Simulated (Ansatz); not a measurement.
# Ag, omega (AlB2-type): how the functional moves the structure

All rows: Ansatz, plane waves with scalar-relativistic PAW, 420 eV (500 eV for the SCAN forms), relaxed under each functional, no dispersion correction, no zero-point motion. B₀ comes from uniform scaling at fixed shape; a dash is a value not given.

```
functional  V (Å³/atom)                                    cell  B₀ (GPa)     magnetic state  ΔE to fcc (meV/atom)
       PBE        18.25  a = 4.726 Å, c = 2.831 Å (c/a = 0.599)        86  spin not included                    61
    r²SCAN        17.66  a = 4.676 Å, c = 2.798 Å (c/a = 0.598)        98  spin not included                    67
    PBEsol        17.02  a = 4.616 Å, c = 2.766 Å (c/a = 0.599)       113  spin not included                    78
       LDA        16.35  a = 4.556 Å, c = 2.729 Å (c/a = 0.599)       132  spin not included                    83
    revPBE        18.86  a = 4.777 Å, c = 2.863 Å (c/a = 0.599)        74  spin not included                    57
      RPBE        19.12  a = 4.799 Å, c = 2.877 Å (c/a = 0.599)        70  spin not included                    55
      BLYP        19.73  a = 4.850 Å, c = 2.905 Å (c/a = 0.599)        65  spin not included                    44
```

LDA gives the smallest volume and BLYP the largest.
